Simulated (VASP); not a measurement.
# Li (Im-3m) in VASP: settings compared

The runs below take Li through single point, with PBEsol, r2SCAN.

Program: VASP 6.6.1. These are calculated values, not measurements. Logs are shortened: lines on timing, memory, paths and dates and some standing lists are left out, and cuts for length are marked.

### Step 1. Starting point

It takes space group Im-3m (No. 229, cubic). The conventional cell has a = 3.424 Å, b = 3.424 Å, c = 3.424 Å, α = 90.00°, β = 90.00°, γ = 90.00°. Li (site symmetry m-3m) is surrounded by 8 Li at 2.97 Å.

### Step 2. Single point, PBEsol

The input, INCAR:

```
SYSTEM = Li
PREC = Accurate
ENCUT = 700
EDIFF = 1E-7
ISMEAR = 0
SIGMA = 0.1
LREAL = .FALSE.
LASPH = .TRUE.
NELM = 60
ALGO = Normal
ISIF = 2
LWAVE = .FALSE.
LCHARG = .TRUE.
GGA = PS
LELF = .TRUE.
LVHAR = .TRUE.
NBANDS = 8
```

The input, KPOINTS:

```
regular mesh
0
G
  16 16 16
  0 0 0
```

The input, POSCAR:

```
Li
1.0
   -1.7122100000      1.7122100000      1.7122100000
    1.7122100000     -1.7122100000      1.7122100000
    1.7122100000      1.7122100000     -1.7122100000
Li
1
Direct
    0.0000000000      0.0000000000      0.0000000000
```

Potentials or basis: VASP PAW PBE potentials, release 64 (Li_sv).

Run with:

```
$ cat potpaw_PBE.64/Li_sv/POTCAR > POTCAR
$ mpirun -np 1 vasp_std > vasp.out
```

OUTCAR:

```text
SYSTEM = Li
   PREC = Accurate
   ENCUT = 700
   EDIFF = 1E-7
   ISMEAR = 0
   LREAL = .FALSE.
   LASPH = .TRUE.
   NELM = 60
   ISIF = 2
   GGA = PS

 ion  position               nearest neighbor table
   1  0.000  0.000  0.000-

  LATTYP: Found a body centered cubic cell.
 ALAT       =     3.4244200000

  Lattice vectors:

 A1 = (  -1.7122100000,   1.7122100000,   1.7122100000)
 A2 = (   1.7122100000,  -1.7122100000,   1.7122100000)
 A3 = (   1.7122100000,   1.7122100000,  -1.7122100000)

Analysis of symmetry for initial positions (statically):
=====================================================================
 Subroutine PRICEL returns:
 Original cell was already a primitive cell.

 Routine SETGRP: Setting up the symmetry group for a
 body centered cubic supercell.

 Subroutine GETGRP returns: Found 48 space group operations
 (whereof 48 operations were pure point group operations)
 out of a pool of 48 trial point group operations.

The static configuration has the point symmetry O_h .

Analysis of symmetry for dynamics (positions and initial velocities):
=====================================================================
 Subroutine PRICEL returns:
 Original cell was already a primitive cell.

 Routine SETGRP: Setting up the symmetry group for a
 body centered cubic supercell.

 Subroutine GETGRP returns: Found 48 space group operations
 (whereof 48 operations were pure point group operations)
 out of a pool of 48 trial point group operations.

The dynamic configuration has the point symmetry O_h .

 Subroutine INISYM returns: Found 48 space group operations
 (whereof 48 operations are pure point group operations),
 and found     1 'primitive' translations

----------------------------------------------------------------------------------------

                                     Primitive cell

  volume of cell :      20.0785

  direct lattice vectors                    reciprocal lattice vectors
    -1.712210000  1.712210000  1.712210000     0.000000000  0.292020255  0.292020255
     1.712210000 -1.712210000  1.712210000     0.292020255  0.000000000  0.292020255
     1.712210000  1.712210000 -1.712210000     0.292020255  0.292020255  0.000000000

  length of vectors
[... 80 lines left out ...]
   EDIFF  = 0.1E-06   stopping-criterion for ELM
   LREAL  =      F    real-space projection
   EDIFFG = 0.1E-05   stopping-criterion for IOM
   NSW    =      0    number of steps for IOM
   IBRION =     -1    ionic relax: 0-MD 1-quasi-New 2-CG
   NFREE  =      0    steps in history (QN), initial steepest desc. (CG)
   ISIF   =      2    stress and relaxation
   ISYM   =      2    0-nonsym 1-usesym 2-fastsym
   POTIM  = 0.5000    time-step for ionic-motion
   TEBEG  =    0.0;   TEEND  =   0.0 temperature during run
   PSTRESS=    0.0 pullay stress
   NELECT =       3.0000    total number of electrons
   NUPDOWN=      -1.0000    fix difference up-down
   EMIN   =  10.00;   EMAX   =-10.00  energy-range for DOS
   EFERMI =   0.00;   METHOD = LEGACY
   ISMEAR =     0;   SIGMA  =   0.10  broadening in eV -4-tet -1-fermi 0-gaus
   EFERMI_NEDOS =   21; number of points for ismear=-14 and -15
   IALGO  =     38    algorithm
   IMIX   =      4    mixing-type and parameters
     AMIX     =   0.40;   BMIX     =  1.00
     AMIX_MAG =   1.60;   BMIX_MAG =  1.00
  volume/ion in A,a.u.               =      20.08       135.50
  Fermi-wavevector in a.u.,A,eV,Ry     =   0.868703  1.641612 10.267578  0.754646
  Thomas-Fermi vector in A             =   1.987420
   LORBIT       =      0    0 simple, 1 ext, 2 COOP (PROOUT), +10 PAW based schemes
   GGA     = PS    functional components
   LHFCALC =     F    Hartree Fock is set to
   AEXX    =    0.0000 exact exchange contribution
   IVDW    =     0    specifies the selected vdW correction
   LEPSILON=     F    determine dielectric tensor
   LRPA    =     F    only Hartree local field effects (RPA)
 non-spin polarized calculation
 Gauss-broadening in eV      SIGMA  =   0.10
  energy-cutoff  :      700.00
  volume of cell :       20.08
 maximum number of plane-waves:       887
 NGX is ok and might be reduce to    28
   NGX = 13   NGY = 13   NGZ = 13

 number of electron       3.0000003 magnetization

 Free energy of the ion-electron system (eV)
  ---------------------------------------------------
  ext. energy  EPLUGINS =         0.00000000
  ---------------------------------------------------
  free energy    TOTEN  =        -1.96810802 eV

  energy without entropy =       -1.96522451  energy(sigma->0) =       -1.96666626

 E-fermi :   0.6444     XC(G=0):  -7.0412

 val. band max:        0.6229051808   @ k =   0.2500   0.2500   0.0000
 cond. band min:       0.6570120664   @ k =   0.3750   0.0625   0.0625
 fundamental gap:      0.0341068856
 Fermi energy:         0.6443867810

 k-point     1 :       0.0000    0.0000    0.0000
  band No.  band energies     occupation
      1     -45.2362      2.00000
      2      -2.9246      2.00000
      3      15.3815      0.00000
      4      15.3815      0.00000
      5      15.3815      0.00000
      6      20.1278      0.00000
      7      20.1278      0.00000
      8      20.1278      0.00000
[... 243 lines left out ...]
 k-point    24 :       0.2500    0.1875    0.0000
  band No.  band energies     occupation
      1     -45.2173      2.00000
      2      -0.1800      2.00000
      3       6.6823      0.00000
      4       8.9204      0.00000
      5      11.9121      0.00000
      6      17.7975      0.00000
      7      18.6308      0.00000
      8      22.1005      0.00000

 [... further k-points ...]

------------------------ aborting loop because EDIFF is reached ----------------------------------------

  FORCE on cell =-STRESS in cart. coord.  units (eV):
  Direction    XX          YY          ZZ          XY          YZ          ZX
  --------------------------------------------------------------------------------------
  -------------------------------------------------------------------------------------
  Total       -0.0070427     -0.0070427     -0.0070427      0.0000000      0.0000000     -0.0000000
  in kB       -0.5619733     -0.5619733     -0.5619733      0.0000000      0.0000000     -0.0000000
  external PRESSURE =      -0.5619733 kB  Pullay stress =       0.0000000 kB

 VOLUME and BASIS-vectors are now :
 -----------------------------------------------------------------------------
  energy-cutoff  :      700.00
  volume of cell :       20.08
      direct lattice vectors                 reciprocal lattice vectors
    -1.712210000  1.712210000  1.712210000     0.000000000  0.292020255  0.292020255
     1.712210000 -1.712210000  1.712210000     0.292020255  0.000000000  0.292020255
     1.712210000  1.712210000 -1.712210000     0.292020255  0.292020255  0.000000000

 POSITION                                       TOTAL-FORCE (eV/Angst)
 -----------------------------------------------------------------------------------
      0.00000      0.00000      0.00000        -0.000000      0.000000      0.000000
 -----------------------------------------------------------------------------------
    total drift:                               -0.000000     -0.000000     -0.000000

  FREE ENERGIE OF THE ION-ELECTRON SYSTEM (eV)
  ---------------------------------------------------
  free  energy   TOTEN  =        -1.9681080159 eV

  energy  without entropy=       -1.9652245051  energy(sigma->0) =       -1.96666626
```

stdout:

```text
POSCAR found type information on POSCAR Li
 POSCAR found :  1 types and       1 ions
 scaLAPACK will be used
 -----------------------------------------------------------------------------
|                                                                             |
|                                                                             |
|     You enforced a specific xc type in the INCAR file but a different       |
|     I HOPE YOU KNOW WHAT YOU ARE DOING!                                     |
|                                                                             |
 -----------------------------------------------------------------------------

 LDA part: xc-table for (Slater+PW92), standard interpolation
 POSCAR, INCAR and KPOINTS ok, starting setup
 FFT: planning ... GRIDC
 FFT: planning ... GRID_SOFT
 FFT: planning ... GRID
 WAVECAR not read
 entering main loop
```

It took 15 s on 1 thread of Intel Xeon 6975P-C (Granite Rapids), shared host; peak memory 0.16 GiB.

What came out:

```yaml
Free_energy: -1.9681 eV
Pressure: -0.1 GPa
Band_gap_on_the_k_mesh: none (metal or under the smearing width)
```

Levels at points of the mesh, in eV from the Fermi level:
| k point | band 1 | band 2 | band 3 | band 4 |
| --- | --- | --- | --- | --- |
| (0.00, 0.00, 0.00) | -45.88 | -3.57 | 14.74 | 14.74 |
| (0.50, 0.00, 0.00) | -45.86 | 0.25 | 3.30 | 10.45 |
| (0.50, 0.50, 0.50) | -45.84 | 5.57 | 5.57 | 5.57 |

Caveat: the PAW data sets were made with another functional, which shifts forces and pressure a little.

### Step 3. Single point, PBEsol

INCAR, as its differences from that of step 2:

```diff
@@ -2,3 +2,3 @@
 PREC = Accurate
-ENCUT = 700
+ENCUT = 520
 EDIFF = 1E-7
```

The input, KPOINTS:

```
regular mesh
0
G
  26 26 26
  0 0 0
```

POSCAR is that of step 2.

Potentials or basis: VASP PAW PBE potentials, release 64 (Li_sv).

Run with:

```
$ cat potpaw_PBE.64/Li_sv/POTCAR > POTCAR
$ mpirun -np 1 vasp_std > vasp.out
```

It took 27 s on 1 thread of Intel Xeon 6975P-C (Granite Rapids), shared host; peak memory 0.17 GiB.

Results (log left out):

```
Free energy            : -1.9671 eV
Band gap on the k mesh : none (metal or under the smearing width)
```

Levels at points of the mesh, in eV from the Fermi level:
| k point | band 1 | band 2 | band 3 | band 4 |
| --- | --- | --- | --- | --- |
| (0.00, 0.00, 0.00) | -45.91 | -3.59 | 14.71 | 14.71 |
| (0.50, 0.00, 0.00) | -45.89 | 0.22 | 3.28 | 10.43 |
| (0.50, 0.50, 0.50) | -45.88 | 5.54 | 5.54 | 5.54 |

Caveat: the cutoff is under 1.25 times the usual one of these potentials, so pressure, stress and relaxed cells hold a basis-set (Pulay) error; the PAW data sets were made with another functional, which shifts forces and pressure a little.

### Step 4. Single point, PBEsol

INCAR, as its differences from that of step 3:

```diff
@@ -5,3 +5,3 @@
 ISMEAR = 0
-SIGMA = 0.1
+SIGMA = 0.5
 LREAL = .FALSE.
```

The input, KPOINTS:

```
regular mesh
0
G
  16 16 16
  0 0 0
```

POSCAR is that of step 3.

Run with:

```
$ cat potpaw_PBE.64/Li_sv/POTCAR > POTCAR
$ mpirun -np 1 vasp_std > vasp.out
```

Wall time 7.6 s (1 thread of Intel Xeon 6975P-C (Granite Rapids), shared host); peak memory 0.13 GiB.

It converged, with:

| Quantity | Value |
| --- | --- |
| Free energy | -1.9957 eV |
| Band gap on the k mesh | none (metal or under the smearing width) |

Levels at points of the mesh, in eV from the Fermi level:
```tsv
k point	band 1	band 2	band 3	band 4	band 5	band 6
(0.00, 0.00, 0.00)	-45.89	-3.56	14.74	14.74	14.74	19.49
(0.50, 0.00, 0.00)	-45.87	0.25	3.31	10.45	11.93	13.71
(0.50, 0.50, 0.50)	-45.85	5.57	5.57	5.57	7.82	7.82
```

Caveat: the cutoff is under 1.25 times the usual one of these potentials, so pressure, stress and relaxed cells hold a basis-set (Pulay) error; the PAW data sets were made with another functional, which shifts forces and pressure a little.

### Step 5. Single point, PBEsol

INCAR, as its differences from that of step 4:

```diff
@@ -2,6 +2,6 @@
 PREC = Accurate
-ENCUT = 520
+ENCUT = 900
 EDIFF = 1E-7
 ISMEAR = 0
-SIGMA = 0.5
+SIGMA = 0.1
 LREAL = .FALSE.
```

KPOINTS is that of step 4.

POSCAR is that of step 4.

Run with:

```
$ cat potpaw_PBE.64/Li_sv/POTCAR > POTCAR
$ mpirun -np 1 vasp_std > vasp.out
```

Wall time 22 s (1 thread of Intel Xeon 6975P-C (Granite Rapids), shared host); peak memory 0.18 GiB.

It converged, with:

| Property | Result |
| --- | --- |
| Free energy | -1.9684 eV |
| Pressure | 0.1 GPa |
| Band gap on the k mesh | none (metal or under the smearing width) |

Levels at points of the mesh, in eV from the Fermi level:
| k point | band 1 | band 2 | band 3 | band 4 | band 5 |
| --- | --- | --- | --- | --- | --- |
| (0.00, 0.00, 0.00) | -45.88 | -3.57 | 14.74 | 14.74 | 14.74 |
| (0.50, 0.00, 0.00) | -45.85 | 0.25 | 3.29 | 10.45 | 11.93 |
| (0.50, 0.50, 0.50) | -45.84 | 5.57 | 5.57 | 5.57 | 7.82 |

Caveat: the PAW data sets were made with another functional, which shifts forces and pressure a little.

### Step 6. Single point, r2SCAN

INCAR, as its differences from that of step 5:

```diff
@@ -2,3 +2,3 @@
 PREC = Accurate
-ENCUT = 900
+ENCUT = 520
 EDIFF = 1E-7
@@ -13,3 +13,4 @@
 LCHARG = .TRUE.
-GGA = PS
+METAGGA = R2SCAN
+LMIXTAU = .TRUE.
 LELF = .TRUE.
```

KPOINTS is that of step 5.

POSCAR is that of step 5.

Potentials or basis: VASP PAW PBE potentials, release 64 (Li_sv).

Run with:

```
$ cat potpaw_PBE.64/Li_sv/POTCAR > POTCAR
$ mpirun -np 1 vasp_std > vasp.out
```

Run time: 48 s. Hardware: 1 thread of Intel Xeon 6975P-C (Granite Rapids), shared host; peak memory 0.14 GiB.

It converged, with:

| Quantity | Value |
| --- | --- |
| Free energy | -2.3802 eV |
| Band gap on the k mesh | none (metal or under the smearing width) |

Levels at points of the mesh, in eV from the Fermi level:
```csv
k point,band 1,band 2,band 3,band 4
"(0.00, 0.00, 0.00)",-48.03,-3.89,16.42,16.42
"(0.50, 0.00, 0.00)",-48.00,0.28,3.53,11.56
"(0.50, 0.50, 0.50)",-47.99,6.12,6.12,6.12
```

Caveat: the cutoff is under 1.25 times the usual one of these potentials, so pressure, stress and relaxed cells hold a basis-set (Pulay) error; the PAW data sets were made with another functional, which shifts forces and pressure a little.

### Step 7. Overview

```tsv
level	k mesh	cutoff (eV)	smearing	gap on the mesh (eV)	pressure (GPa)
PBEsol	16 × 16 × 16	700	gaussian 0.1 eV	none	-0.1
PBEsol	26 × 26 × 26	520	gaussian 0.1 eV	none	-
PBEsol	16 × 16 × 16	520	gaussian 0.5 eV	none	-
PBEsol	16 × 16 × 16	900	gaussian 0.1 eV	none	0.1
r2SCAN	16 × 16 × 16	520	gaussian 0.1 eV	none	-
```

Alike in all rows: task single point; potentials or basis VASP PAW PBE potentials, release 64 (Li_sv); no spin polarisation; cell as given.

Every run on the cell as given and a fine mesh finds a metal.

Caveats: the PAW data sets were made with another functional, which shifts forces and pressure a little; the cutoff is under 1.25 times the usual one of these potentials, so pressure, stress and relaxed cells hold a basis-set (Pulay) error (some runs).

Absolute energies hang on the potentials; compare differences alone.
